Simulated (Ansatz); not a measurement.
Runs of Ansatz 0.2.0 on CdF2. It takes space group Fm-3m (No. 225, cubic). Conventional cell: a = 5.388 Å, b = 5.388 Å, c = 5.388 Å, α = 90.00°, β = 90.00°, γ = 90.00°. Cd (site symmetry m-3m) is surrounded by 8 F at 2.33 Å. Around F (site symmetry -43m) lie 4 Cd at 2.33 Å. 

```tsv
task	level	cell	k mesh	cutoff (eV)	share of exact exchange	gap on the mesh (eV)	pressure (GPa)	relaxed volume (Å³/atom)
single point	r2SCAN0 form with a typed share of exact exchange	as given	5 × 5 × 5	500	0.15	5.45	-1.1	-
single point	r2SCAN0 form with a typed share of exact exchange	as given	5 × 5 × 5	500	0.5	9.26	-3.4	-
single point	r2SCAN0	as given	5 × 5 × 5	500	0.25	(b)	-1.9	-
relaxation of cell and atoms	PBE+D3(BJ)	relaxed	9 × 9 × 9	420	-	3.02	0.0	13.45
single point	r2SCAN0 form with a typed share of exact exchange	as given	5 × 5 × 5	500	0	3.88	0.0	-
single point	r2SCAN0 form with a typed share of exact exchange	as given	5 × 5 × 5	500	0.35	(a)	-2.5	-
relaxation of cell and atoms	PBE+D3(BJ)-ATM	relaxed	9 × 9 × 9	420	-	3.01	0.0	13.48
relaxation of cell and atoms	PBE+D4	relaxed	9 × 9 × 9	420	-	3.02	0.0	13.45
```

Alike in all rows: potentials or basis Ansatz PAW; no spin polarisation; smearing fermi-dirac 0.05 eV.

Question: Fill in the values left out.

Answer: (a) 7.60; (b) 6.52.

Caveats: odd divisions of the mesh miss points on the zone boundary, where band edges often lie, so the gap on the mesh can be too wide; the PAW data sets come from PBE, with cores solved anew for the run's functional, which leaves a small shift of forces and pressure (some runs); the thresholds are loose for stress (some runs); the plane-wave basis is chosen anew once the cell has moved, so the energies of steps on either side of that aren't comparable (some runs).

A k mesh can miss the band edges, and the runs leave out spin-orbit coupling on Cd.
